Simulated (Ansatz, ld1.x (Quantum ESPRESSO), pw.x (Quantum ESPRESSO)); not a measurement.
# palladium (Pd): one change to the TM potential, in the atom and in the bcc crystal

palladium, norm-conserving Troullier–Martins (Kleinman–Bylander form), made with ld1.x (Quantum ESPRESSO) 7.5 (PBE, scalar-relativistic). Core [Kr], reference 4d10 5s0 5p0. Waves: 5s (bound, empty): rc 2.50 bohr; 4d (bound): rc 1.30 bohr; 5p (bound, empty): rc 3.90 bohr. Local part: the p channel. Core correction: none.

Change: reference 4d9 5s1 5p0.

Cutoffs, loose and tight: the cutoffs (Ry, on a coarse ladder) from which the occupation-weighted sum of valence levels, in a spherical-Bessel basis at the reference potential, stays within 10 and 1 mRy of its value at 400 Ry. They do not see the model core or the augmentation charge, which bear on the density cutoff. Test errors are all-electron minus pseudo excitation energies from the reference, over the configurations 4d9 5s0 5p0; 4d8 5s0 5p0; 4d7 5s0 5p0; 4d6 5s0 5p0; 4d9 5s1 5p0; 4d9.5 5s0 5p0; 4d9 5s0 5p1; variants that change the core or the reference have their own tests.

Crystal test: bcc Pd in pw.x 7.5, no spin, 15³ k-points, Fermi–Dirac smearing 0.01 Ry, cutoffs set for each file from its atomic test. The reference is all-electron LAPW (Ansatz 0.2.0) with the same functional, mesh and smearing; V0 and B0 come from Birch–Murnaghan fits to the pressures at five volumes. Errors are pseudo minus all-electron; Δ is the rms difference of the E(V) curves that follow from these fits, minima aligned, over ±6 % about the mean V0. Mesh and smearing are coarse, so the numbers serve the comparison and aren't converged zero-temperature values; the lattice is a test structure that the element need not adopt.

All-electron: a0 = 3.140 Å (V0 = 15.49 Å³/atom), B0 = 161.1 GPa.

Task: Does the change bring the crystal closer to the all-electron result?

Result: The mean pressure error goes from +0.62 to -1.47 GPa, so the change moves the solid further from the all-electron pressures.

| quantity | base | changed |
| --- | --- | --- |
| outcome (atom) | generated | generated |
| cutoff, loose (atom) | 70 Ry | 70 Ry |
| cutoff, tight (atom) | 90 Ry | 90 Ry |
| bound ghosts (atom) | none | none |
| largest test error (meV) (atom) | -3040 over the solved tests; 1 of 7 tests not solved or not reliable | -781 over the solved tests; 1 of 7 tests not solved or not reliable |
| cutoffs in pw.x (Ry) | 110/440 | 110/440 |
| a0 (Å) | 3.144 | 3.131 |
| a0 error (%) | +0.11 | -0.30 |
| B0 error (%) | +4.0 | +7.2 |
| Δ (meV/atom) | 2.1 | 4.9 |
| mean pressure error (GPa) | +0.62 | -1.47 |

Base: The largest radius (3.90 bohr) exceeds half the bond length (2.57 bohr), so the spheres overlap, which is one possible source of error among others. Atomic configuration tests: 1 of 7 tests not solved or not reliable. The logarithmic derivative shows an extra or strongly shifted pseudo pole above the reference energy (s near 0.54 Ry). Changed file: The largest radius (3.90 bohr) exceeds half the bond length (2.57 bohr), so the spheres overlap, which is one possible source of error among others. Atomic configuration tests: 1 of 7 tests not solved or not reliable. The logarithmic derivative shows an extra or strongly shifted pseudo pole above the reference energy (s near 0.35 Ry). The atomic cutoffs weigh occupied waves only.
